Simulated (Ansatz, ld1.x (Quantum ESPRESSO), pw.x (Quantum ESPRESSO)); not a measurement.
# From atom to crystal: ultrasoft potential for tin (Sn)

```json
{"Element": "Sn (Z = 50)", "Generator": "ld1.x (Quantum ESPRESSO) 7.5", "Type": "ultrasoft", "Functional": "PBE", "Relativity": "scalar-relativistic", "Frozen core": "[Kr]", "Valence charge": "14", "Reference configuration": "4d10 5s2 5p2", "Partial waves": "5s (bound): rcut 1.50, rcutus 1.90 bohr; 5s channel at -0.3 Ry: rcut 1.50, rcutus 1.90 bohr; 5p (bound): rcut 2.25, rcutus 2.65 bohr; 5p channel at 1.7 Ry: rcut 2.25, rcutus 2.65 bohr; 4d (bound): rcut 1.55, rcutus 1.65 bohr; 4d channel at -0.45 Ry: rcut 1.55, rcutus 1.65 bohr", "Local potential": "all-electron potential smoothed inside 2.15 bohr (lloc = -2)", "Core correction": "a·sin(br)/r model core, default radius (core density twice the valence density)", "Augmentation charge": "PSQ, radius 1.55 bohr"}
```

Crystal test: bcc Sn in pw.x 7.5, no spin, 12³ k-points, Fermi–Dirac smearing 0.01 Ry, cutoffs 110/880 Ry. The lattice is a test structure that the element need not adopt, and mesh and smearing are coarse.

pw.x input:

```
&control
  calculation='scf', prefix='x', pseudo_dir='./', outdir='./tmp', tstress=.true., disk_io='none'
/
&system
  ibrav=0, nat=1, ntyp=1, ecutwfc=110, ecutrho=880, nbnd=15,
  occupations='smearing', smearing='fd', degauss=0.01
/
&electrons
  conv_thr=1e-09, mixing_beta=0.4, electron_maxstep=70
/
ATOMIC_SPECIES
Sn 1.0 Sn.UPF
CELL_PARAMETERS angstrom
  -1.90809107 1.90809107 1.90809107
  1.90809107 -1.90809107 1.90809107
  1.90809107 1.90809107 -1.90809107
ATOMIC_POSITIONS crystal
Sn 0.0000 0.0000 0.0000
K_POINTS automatic
12 12 12 0 0 0
```

```bash
pw.x < Sn.scf.in > Sn.scf.out
```

Problem. How does the run end?

Solution. It converges; the pressure is 0.08 GPa against -0.26 GPa from all-electron LAPW. Atomic configuration tests: 1 of 7 tests not solved or not reliable. The log shows:

```
     charge density cutoff     =     880.0000  Ry
     scf convergence threshold =      1.0E-09
     Exchange-correlation= PBE
     number of k points=    72  Fermi-Dirac smearing, width (Ry)=  0.0100
     iteration #  1     ecut=   110.00 Ry     beta= 0.40
     total energy              =    -166.28302254 Ry
     estimated scf accuracy    <       0.00290077 Ry
     iteration #  2     ecut=   110.00 Ry     beta= 0.40
     total energy              =    -166.28312951 Ry
     estimated scf accuracy    <       0.00051237 Ry
     iteration #  3     ecut=   110.00 Ry     beta= 0.40
     total energy              =    -166.28318194 Ry
     estimated scf accuracy    <       0.00006312 Ry
     iteration #  4     ecut=   110.00 Ry     beta= 0.40
     total energy              =    -166.28318793 Ry
     estimated scf accuracy    <       0.00000410 Ry
     iteration #  5     ecut=   110.00 Ry     beta= 0.40
     total energy              =    -166.28318864 Ry
     estimated scf accuracy    <       0.00000012 Ry
     iteration #  6     ecut=   110.00 Ry     beta= 0.40
     total energy              =    -166.28318872 Ry
     estimated scf accuracy    <       0.00000006 Ry
     iteration #  7     ecut=   110.00 Ry     beta= 0.40
     total energy              =    -166.28318872 Ry
     estimated scf accuracy    <          4.3E-09 Ry
     iteration #  8     ecut=   110.00 Ry     beta= 0.40
     the Fermi energy is    10.4483 ev
!    total energy              =    -166.28318873 Ry
     estimated scf accuracy    <          1.5E-10 Ry
     smearing contrib. (-TS)   =      -0.00267271 Ry
     The total energy is F=E-TS. E is the sum of the following terms:
     one-electron contribution =     -59.84134068 Ry
     hartree contribution      =      40.52816042 Ry
     xc contribution           =     -48.05783148 Ry
     ewald contribution        =     -98.90950428 Ry
     convergence has been achieved in   8 iterations
          total   stress  (Ry/bohr**3)                   (kbar)     P=        0.77
     Message from routine punch:
     Nothing written, as per user request (disk_io='none')
```
